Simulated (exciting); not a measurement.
# ZnSe (Stilleite) (F-43m) in exciting: single point with LDA

Aim: the single point of ZnSe (Stilleite) with LDA.

All numbers are computed with exciting (release sodium); they aren't measurements. Logs are shortened: lines on timing, memory, paths and dates and some standing lists are left out, and cuts for length are marked.

**The experiment to reproduce.**

“Alloy Disordering Effects on the Thermal Conductivity and Energy Gap Temperature Dependence of Cd1−xZnxSe Ternary Crystals Grown by the Bridgman Method”, 2023, pmc:10253836 reports, for a bulk crystal of ZnSe at 300 K: band gap 2.695 ± 0.003 eV (an exciton energy, a little under the gap).

The runs below are set against these values where they give the same quantity.

## 1. The structure

Symmetry: F-43m, No. 216, cubic system. The conventional cell has a = 5.668 Å, b = 5.668 Å, c = 5.668 Å, α = 90.00°, β = 90.00°, γ = 90.00°. Se (site symmetry -43m) is surrounded by 4 Zn at 2.45 Å. Zn (site symmetry -43m) has 4 Se at 2.45 Å as nearest neighbours.

## 2. Single point, LDA

File input.xml:

```xml
<input>
  <title>ZnSe</title>
  <structure speciespath="./" tshift="false">
    <crystal scale="1">
      <basevect>0.000000000000 5.355105891965 5.355105891965</basevect>
      <basevect>5.355105891965 0.000000000000 5.355105891965</basevect>
      <basevect>5.355105891965 5.355105891965 0.000000000000</basevect>
    </crystal>
    <species speciesfile="Se.xml" rmt="2">
      <atom coord="0.750000000000 0.750000000000 0.750000000000"/>
    </species>
    <species speciesfile="Zn.xml" rmt="2">
      <atom coord="0.000000000000 0.000000000000 0.000000000000"/>
    </species>
  </structure>
  <groundstate do="fromscratch" ngridk="5 5 5" rgkmax="8" gmaxvr="14" lmaxapw="10" lmaxmat="10" lmaxvr="8" xctype="LDA_PW" stype="Gaussian" swidth="0.00073499" nempty="10" ValenceRelativity="iora*" epsengy="1e-05" epspot="1e-05" maxscl="60" tforce="true" outputlevel="normal"/>
</input>
```

Potentials or basis: all-electron LAPW+lo, shipped species files, valence relativity iora*.

Command:

```sh
OMP_NUM_THREADS=1 exciting_smp
```

INFO.OUT:

```text
================================================================================
EXCITING SODIUM started
[... 10 lines left out ...]

 Lattice vectors (cartesian) :
      0.0000000000      5.3551058920      5.3551058920
      5.3551058920      0.0000000000      5.3551058920
      5.3551058920      5.3551058920      0.0000000000

 Reciprocal lattice vectors (cartesian) :
     -0.5866536941      0.5866536941      0.5866536941
      0.5866536941     -0.5866536941      0.5866536941
      0.5866536941      0.5866536941     -0.5866536941

 Unit cell volume                           :     307.1384474741
 Brillouin zone volume                      :       0.8076169411

 Species :    1 (Se)
     parameters loaded from                 :    Se.xml
     name                                   :    selenium
     nuclear charge                         :     -34.00000000
     electronic charge                      :      34.00000000
     atomic mass                            :  143935.27480000
     muffin-tin radius                      :       2.00000000
     # of radial points in muffin-tin       :     350

     atomic positions (lattice) :
       1 :   0.75000000  0.75000000  0.75000000

 Species :    2 (Zn)
     parameters loaded from                 :    Zn.xml
     name                                   :    zinc
     nuclear charge                         :     -30.00000000
     electronic charge                      :      30.00000000
     atomic mass                            :  119198.67800000
     muffin-tin radius                      :       2.00000000
     # of radial points in muffin-tin       :     350

     atomic positions (lattice) :
       1 :   0.00000000  0.00000000  0.00000000

 Total number of atoms per unit cell        :       2

 Spin treatment                             :    spin-unpolarised

 Number of Bravais lattice symmetries       :      48
 Number of crystal symmetries               :      24

 k-point grid                               :       5    5    5
 Total number of k-points                   :      14
 k-point set is reduced with crystal symmetries

 R^MT_min * |G+k|_max (rgkmax)              :       8.00000000
 Species with R^MT_min                      :       1 (Se)
 Maximum |G+k| for APW functions            :       4.00000000
 Maximum |G| for potential and density      :      14.00000000

 G-vector grid sizes                        :      36    36    36
 Total number of G-vectors                  :   14211

 Maximum angular momentum used for
     APW functions                          :      10
     computing H and O matrix elements      :      10
     potential and density                  :       8
     inner part of muffin-tin               :       2

 Total nuclear charge                       :     -64.00000000
 Total electronic charge                    :      64.00000000
 Total core charge                          :      30.00000000
 Total valence charge                       :      34.00000000

 Number of empty states                     :      10
 Total number of valence states             :      28

 Maximum Hamiltonian size                   :     369
 Maximum number of plane-waves              :     343
 Total number of local-orbitals             :      26

 Exchange-correlation type                  :       3
     Perdew-Wang, Phys. Rev. B 45, 13244 (1992)

 Smearing scheme                            :    Gaussian
 Smearing width                             :       0.00073499

 Using multisecant Broyden potential mixing
[... 16 lines left out ...]
+ SCF iteration number :    1                                                  +
++++++++++++++++++++++++++++++++++++++++++++++++++++++++++++++++++++++++++++++++
 Total energy                               :     -4217.93129723
 _______________________________________________________________
 Fermi energy                               :         0.14525417
 Kinetic energy                             :      4310.71945835
 Coulomb energy                             :     -8374.97193216
 Exchange energy                            :      -147.93304304
 Correlation energy                         :        -5.74578038
[... 475 lines left out ...]
 RMS change in effective potential (target) :  0.211008E-09  ( 0.100000E-04)
 Absolute change in total energy   (target) :  0.558155E-06  ( 0.100000E-04)
 Charge distance                   (target) :  0.376863E-09  ( 0.100000E-04)
 Abs. change in max-nonIBS-force   (target) :   0.00000      ( 0.500000E-04)

++++++++++++++++++++++++++++++++++++++++++++++++++++++++++++++++++++++++++++++++
| Convergency criteria checked for the last 2 iterations                       +
| Convergence targets achieved. Performing final SCF iteration                 +
++++++++++++++++++++++++++++++++++++++++++++++++++++++++++++++++++++++++++++++++
 Total energy                               :     -4220.57357600
 _______________________________________________________________
 Fermi energy                               :         0.14569752
 Kinetic energy                             :      4309.62607811
 Coulomb energy                             :     -8376.40513599
 Exchange energy                            :      -148.04661783
 Correlation energy                         :        -5.74790029

 DOS at Fermi energy (states/Ha/cell)       :         0.00000000

 Electron charges :
     core                                   :        30.00000000
     core leakage                           :         0.00170641
     valence                                :        34.00000000
     interstitial                           :         4.60298304
     charge in muffin-tin spheres :
                  atom     1    Se          :        31.27486652
                  atom     2    Zn          :        28.12215044
     total charge in muffin-tins            :        59.39701696
     total charge                           :        64.00000000

 Estimated fundamental gap                  :         0.03759020
        valence-band maximum at    1      0.0000  0.0000  0.0000
     conduction-band minimum at    1      0.0000  0.0000  0.0000

++++++++++++++++++++++++++++++++++++++++++++++++++++++++++++++++++++++++++++++++
+ Self-consistent loop stopped                                                 +
++++++++++++++++++++++++++++++++++++++++++++++++++++++++++++++++++++++++++++++++
 STATE.OUT is written

--------------------------------------------------------------------------------
- Writing atomic positions and forces                                          -
--------------------------------------------------------------------------------

 Atomic positions (lattice) :
 atom     1  Se  :     0.75000000    0.75000000    0.75000000
 atom     2  Zn  :     0.00000000    0.00000000    0.00000000

 Total atomic forces including IBS (cartesian) :
 atom     1  Se  :    -0.00000000   -0.00000000   -0.00000000
 atom     2  Zn  :     0.00000000    0.00000000    0.00000000

 Atomic force components including IBS (cartesian) :
 atom     1  Se  :     0.00000000    0.00000000   -0.00000000   HF force
                 :     0.00000000   -0.00000000   -0.00000000   core correction
                 :     0.00000000   -0.00000000   -0.00000000   IBS correction
 atom     2  Zn  :    -0.00000000   -0.00000000    0.00000000   HF force
                 :    -0.00000000    0.00000000    0.00000000   core correction
                 :    -0.00000000    0.00000000    0.00000000   IBS correction

********************************************************************************
* Groundstate module stopped                                                   *
********************************************************************************

================================================================================
| EXCITING SODIUM stopped                                                      =
================================================================================
```

Wall time 28 s (1 thread of Intel Xeon 6975P-C (Granite Rapids), shared host); peak memory 0.15 GiB.

Results:

| Property | Result |
| --- | --- |
| Free energy | -114847.6578 eV |
| Band gap on the k mesh | 1.02 eV, direct |
| All electrons inside the program's atomic spheres | Se 31.27; Zn 28.12 (radii Se 2.0, Zn 2.0 bohr) |

Levels at points of the mesh, in eV from the valence-band top:
```tsv
k point	band 14	band 15	band 16	band 17	band 18	band 19	band 20	band 21
(0.00, 0.00, 0.00)	-6.32	0.00	0.00	0.00	1.02	5.71	5.71	5.71
```

Caveat: rgkmax is low for these elements, so energy differences scatter by about 1 meV per atom.

## 3. How close it comes

Step 2. A measured gap of ZnSe is 2.695 eV (an exciton energy, a little under the gap; 300 K; “Alloy Disordering Effects on the Thermal Conductivity and Energy Gap Temperature Dependence of Cd1−xZnxSe Ternary Crystals Grown by the Bridgman Method”, 2023, pmc:10253836); the calculated 1.02 eV misses it by -1.67 eV. So large a miss can be the level of theory's own, or it may mean another phase, state or a wrong row. Spin-orbit coupling on Se is left out. The value is that of LDA, without temperature or zero-point motion. Semilocal functionals fall short of measured gaps as a rule.
